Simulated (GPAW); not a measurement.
# ZnS (F-43m) in GPAW: equation of state

How stiff is ZnS in PBE, and what volume does it want? The cell is scaled to several volumes.

Everything below comes from runs of GPAW 26.7.0. Logs are shortened: lines on timing, memory, paths and dates and some standing lists are left out, and cuts for length are marked. The log counts tension as positive stress, the text compression.

**What was measured.**

From “Electronic, vibrational, and thermodynamic properties of ZnS (zincblende and rocksalt structure)”, 2009, arxiv:0911.5022, for a bulk crystal of ZnS: bulk modulus 76.9 GPa.

How close the calculation comes is told below.

## 1. Starting point

The structure is cubic, space group F-43m (No. 216). The conventional cell has a = 5.404 Å, b = 5.404 Å, c = 5.404 Å, α = 90.00°, β = 90.00°, γ = 90.00°. Zn (site symmetry -43m) is surrounded by 4 S at 2.34 Å. S (site symmetry -43m) is surrounded by 4 Zn at 2.34 Å.

## 2. Equation of state, PBE

File run.py:

```python
from ase.eos import EquationOfState
from ase.io import Trajectory, read
from ase.units import GPa
from gpaw import GPAW, PW

atoms = read('ZnS.xyz')

traj = Trajectory('eos.traj', 'w')
volumes, energies = [], []
for x in [0.94, 0.96, 0.98, 1.0, 1.02, 1.04, 1.06]:
    a = atoms.copy()
    a.set_cell(atoms.cell * x**(1 / 3), scale_atoms=True)
    calc = GPAW(mode=PW(600),
                xc='PBE',
                kpts={'size': (9, 9, 9), 'gamma': True},
                occupations={'name': 'fermi-dirac', 'width': 0.05},
                nbands=18,
                convergence={'density': 1e-05, 'energy': 1e-05},
                maxiter=150,
                txt=f'eos-{x:.2f}.txt')
    a.calc = calc
    energies.append(a.get_potential_energy(force_consistent=True))
    volumes.append(a.get_volume())
    p = -a.get_stress()[:3].mean() / GPa
    calc.write(f'eos-{x:.2f}.gpw')
    traj.write(a)
    print(f'{x:.2f} {volumes[-1]:10.4f} A^3 {energies[-1]:14.6f} eV {p:9.3f} GPa', flush=True)

v0, e0, B = EquationOfState(volumes, energies, eos='birchmurnaghan').fit()
print(f'V0 = {v0:.4f} A^3, E0 = {e0:.6f} eV, B0 = {B / GPa:.2f} GPa')
```

File ZnS.xyz:

```xyz
2
Lattice="0.0000000000 2.7020000000 2.7020000000 2.7020000000 0.0000000000 2.7020000000 2.7020000000 2.7020000000 0.0000000000" Properties=species:S:1:pos:R:3 pbc="T T T"
Zn     4.0530000000      4.0530000000      4.0530000000
S      0.0000000000      0.0000000000      0.0000000000
```

Potentials or basis: GPAW PAW data sets (gpaw-data 1.2.1), pw.

Launch:

```bash
OMP_NUM_THREADS=1 python run.py
```

Output:

```text
__  _  _
 | _ |_)|_||  |
 |__||  | ||/\| - 26.7.0

Input parameters:
  mode=PW(ecut=600.0),
  convergence={'density': 1e-05, 'energy': 1e-05},
  kpts=MonkhorstPack(size=(9, 9, 9), gamma=True),
  maxiter=150,
  nbands=18,
  occupations=Occupations(name='fermi-dirac', width=0.05),
  xc=XC(name='PBE')

Diagonalizing LCAO Hamiltonian
Converting LCAO to pw mode

                    Zn

       S

Atoms  # Å, Bohr magnetons
|   | symbol |        x |        y |        z |    initial magnetic moments |
|---|--------|----------|----------|----------|-----------------------------|
| 0 |     Zn | 3.970262 | 3.970262 | 3.970262 | ( 0.0000,  0.0000,  0.0000) |
| 1 |      S | 0.000000 | 0.000000 | 0.000000 | ( 0.0000,  0.0000,  0.0000) |

Unit cell  # Å
| periodic |        x |        y |        z |  lengths |    angles |
|----------|----------|----------|----------|----------|-----------|
|      yes | 0.000000 | 2.646842 | 2.646842 | 3.743199 | 60.000000 |
|      yes | 2.646842 | 0.000000 | 2.646842 | 3.743199 | 60.000000 |
|      yes | 2.646842 | 2.646842 | 0.000000 | 3.743199 | 60.000000 |

Number of symmetries: 24
Symmetry operations  # r_c * U_cc + t_c -> r_c
|    | kind |            matrix            |
|----|------|------------------------------|
|  0 |  E   |  1, 0, 0,  0, 1, 0,  0, 0, 1 |
|  1 |  σ   |  1, 0, 0,  0, 0, 1,  0, 1, 0 |
|  2 |  σ   |  1, 0,-1,  0, 1,-1,  0, 0,-1 |
|  3 |  C3  |  1, 0,-1,  0, 0,-1,  0, 1,-1 |
|  4 |  C3  |  1,-1, 0,  0,-1, 1,  0,-1, 0 |
|  5 |  σ   |  1,-1, 0,  0,-1, 0,  0,-1, 1 |
|  6 |  σ   |  0, 1, 0,  1, 0, 0,  0, 0, 1 |
|  7 |  C3  |  0, 1, 0,  0, 0, 1,  1, 0, 0 |
|  8 |  C2  |  0, 1,-1,  1, 0,-1,  0, 0,-1 |
|  9 |  S4  |  0, 1,-1,  0, 0,-1,  1, 0,-1 |
| 10 |  C3  |  0, 0, 1,  1, 0, 0,  0, 1, 0 |
| 11 |  σ   |  0, 0, 1,  0, 1, 0,  1, 0, 0 |
| 12 |  S4  |  0, 0,-1,  1, 0,-1,  0, 1,-1 |
| 13 |  C3  |  0, 0,-1,  0, 1,-1,  1, 0,-1 |
| 14 |  S4  |  0,-1, 1,  1,-1, 0,  0,-1, 0 |
| 15 |  C2  |  0,-1, 1,  0,-1, 0,  1,-1, 0 |
| 16 |  C3  |  0,-1, 0,  1,-1, 0,  0,-1, 1 |
| 17 |  S4  |  0,-1, 0,  0,-1, 1,  1,-1, 0 |
| 18 |  S4  | -1, 1, 0, -1, 0, 1, -1, 0, 0 |
| 19 |  C3  | -1, 1, 0, -1, 0, 0, -1, 0, 1 |
| 20 |  C3  | -1, 0, 1, -1, 1, 0, -1, 0, 0 |
| 21 |  S4  | -1, 0, 1, -1, 0, 0, -1, 1, 0 |
| 22 |  σ   | -1, 0, 0, -1, 1, 0, -1, 0, 1 |
| 23 |  C2  | -1, 0, 0, -1, 0, 1, -1, 1, 0 |

BZ-sampling:
  Number of BZ points: 729
  Number of IBZ points: 35

  Monkhorst-Pack size: [9, 9, 9]
  Monkhorst-Pack shift: [0, 0, 0]

K-points  # in reciprocal-cell coordinates
|     |                                coordinates |     weight |
|-----|--------------------------------------------|------------|
|   0 | (  0.00000000,   0.00000000,   0.00000000) | 0.00137174 |
|   1 | (  0.11111111,   0.11111111,   0.00000000) | 0.00823045 |
|   2 | (  0.11111111,   0.11111111,   0.11111111) | 0.01097394 |
|   3 | (  0.22222222,   0.11111111,   0.11111111) | 0.01646091 |
|   4 | (  0.22222222,   0.22222222,   0.00000000) | 0.00823045 |
|   5 | (  0.22222222,   0.22222222,   0.11111111) | 0.03292181 |
|   6 | (  0.22222222,   0.22222222,   0.22222222) | 0.01097394 |
|   7 | (  0.33333333,   0.22222222,   0.11111111) | 0.03292181 |
|   8 | (  0.33333333,   0.22222222,   0.22222222) | 0.03292181 |
|   9 | (  0.33333333,   0.33333333,  -0.33333333) | 0.01646091 |
| ... |                                            |            |
|  34 | (  0.44444444,   0.44444444,   0.44444444) | 0.01097394 |

Plane wave coefficients: 1261
Cutoff: 600.0 eV

Spin-components: 1 (collinear spins)
Bands:           18
Projectors:      11
Spin-degeneracy: 2
Datatype:        complex128

Density:
  Valence electrons: 18.0
  Components: 1
  Grid points: [24 24 24]
  Charge: 0.0  # |e|

Potential:
  Grid points: [24 24 24]

species:
  Zn:
    name:    Zinc
    Z:       30.0
    valence: 12
    core:    18
    charge:  0.0  # [|e|]
    compensation charges:
      type: gauss
      rc: 0.37  # [Å]
      lmax: 2
    cutoffs:
      filter: 2.14  # [Å]
      core: 2.28  # [Å]
    projectors
    | kind |    occ | energy [eV] | rcut [Å] |
    |------|--------|-------------|----------|
    |   4s |  2.000 |      -5.977 |    1.286 |
    |   4p |  0.000 |      -1.117 |    1.270 |
    |   3d | 10.000 |     -10.142 |    1.180 |
    |    s |        |      21.234 |    1.286 |
    |    p |        |      26.095 |    1.270 |
    |    d |        |      17.070 |    1.180 |

    Using partial waves for Zn as LCAO basis

  S:
    name:    Sulfur
    Z:       16.0
    valence: 6
    core:    10
    charge:  0.0  # [|e|]
    compensation charges:
      type: gauss
      rc: 0.24  # [Å]
      lmax: 2
    cutoffs:
      filter: 1.77  # [Å]
      core: 1.66  # [Å]
    projectors
    | kind |    occ | energy [eV] | rcut [Å] |
    |------|--------|-------------|----------|
    |   3s |  2.000 |     -17.254 |    0.974 |
    |   3p |  4.000 |      -7.008 |    0.979 |
    |    s |        |       9.957 |    0.974 |
    |    p |        |      20.203 |    0.979 |
    |    d |        |       0.000 |    0.900 |

    Using partial waves for S as LCAO basis

Reference energy: -59718.946550  # eV

eigensolver:
  PPCG
  Converge bands: occupied
  niter=2

density mixing:
  MSR1-Mixer
  Pratt-step length: 0.05
  Maximum mixing coefficient: 0.75
  Old densities: 10
  SVD Regularization: 0.005
  Good broyden scale: 1.0
  Trust region scale: 1.0
  Backstep threshold: 4.0
  History deletion threshold: 6.0
  Fourier metric: weight=20.0, sigma=0.015

occupation numbers:
  Fermi-Dirac:
    width: 0.0500  # eV

poisson solver:
  ecut: 4800.0  # eV

xc functional:
  name: PBE with 2 nearest neighbor stencil

convergence criteria:
- Maximum integral of absolute [dens]ity change: 1e-05 electrons / valence electron
- Maximum [total energy] change in last 3 cyles: 1e-05 eV / valence electron
- Maximum integral of absolute [eigenst]ate change: 4e-08 eV^2 / valence electron
maximum number of iterations: 150

SCF iterations
|iter     | |      energy | eigst |  dens |
|---------|-|-------------|-------|-------|
|iter:   1| |   -7.229098 | -0.06 |       |
|iter:   2| |   -7.142844 | -1.77 | -1.18 |
|iter:   3| |   -6.857083 | -1.52 | -1.23 |
|iter:   4| |   -6.858477 | -2.68 | -1.78 |
|iter:   5| |   -6.860240 | -3.63 | -2.23 |
|iter:   6| |   -6.860240 | -4.48 | -3.07 |
|iter:   7| |   -6.860264c| -5.31 | -3.56 |
|iter:   8| |   -6.860273c| -5.83 | -3.88 |
|iter:   9| |   -6.860273c| -8.19c| -5.02c|

Converged in 9 steps
Energy contributions relative to reference atoms: (reference = -59718.946550)

Energy contributions:
  Kinetic:          14.423403
  Coulomb:         -11.899123
  Zero:              0.043322
  External:          0.000000
  Xc:               -9.427876
  Entropy:          -0.000000
  Spinorbit:         0.000000
  ----------------------------
  Free energy:      -6.860273
  Extrapolated:     -6.860273

dipole moment: (-14.202579, -14.202579, -14.202579)  # |e|*Ang

Fermi level: 5.388
Eigenvalues  # (at kpt = [0.000, 0.000, 0.000])
| band index |      eig [eV] | occ [0-2] |
|------------|---------------|-----------|
|          0 |        -9.135 |     2.000 |
|          1 |        -2.127 |     2.000 |
|          2 |        -2.127 |     2.000 |
|          3 |        -2.127 |     2.000 |
|          4 |        -1.559 |     2.000 |
|          5 |        -1.559 |     2.000 |
|          6 |         4.455 |     2.000 |
|          7 |         4.455 |     2.000 |
|          8 |         4.455 |     2.000 |
|          9 |         6.832 |     0.000 |
|         10 |        10.771 |     0.000 |
|         11 |        10.771 |     0.000 |
|         12 |        10.771 |     0.000 |
|         13 |        16.127 |     0.000 |
|         14 |        16.127 |     0.000 |
|         15 |        16.699 |     0.000 |
|         16 |        19.198 |     0.000 |
|         17 |        19.198 |     0.000 |

Gap: 2.376 eV
Transition (v -> c):
  (s=0, k=0, n=8, [0.00, 0.00, 0.00]) -> (s=0, k=0, n=9, [0.00, 0.00, 0.00])
No difference between direct/indirect transitions

Stress tensor  # eV/Ang^3
|         x |         y |         z |
|-----------|-----------|-----------|
| -0.044237 |  0.000000 | -0.000000 |
|  0.000000 | -0.044237 |  0.000000 |
| -0.000000 |  0.000000 | -0.044237 |

# Writing to eos-0.94.gpw (mode='')
```

Run time: 2.5 min. Hardware: 1 thread of Arm Neoverse V1, shared host; peak memory 0.21 GiB.

What came out:

```
Equilibrium volume                      : 20.18 Å³/atom
Bulk modulus                            : 70 GPa
Pressure derivative of the bulk modulus : 4.4
```

Energy against volume, from the lowest point:
```
volume (Å³/atom)  energy (meV/atom)
          18.543              33.85
          18.938              18.77
          19.332               8.42
          19.727               2.30
          20.121               0.00
          20.516               1.12
          20.910               5.34
```

PBE usually gives volumes a little too large and moduli too small.

## 3. Comparison with measurements

Step 2. A measured bulk modulus of ZnS is 76.9 GPa (quoted in “Electronic, vibrational, and thermodynamic properties of ZnS (zincblende and rocksalt structure)”, 2009, arxiv:0911.5022); the calculated 70 GPa misses it by -8.9 %. The fit is for a static lattice scaled at fixed shape and fixed fractional positions.
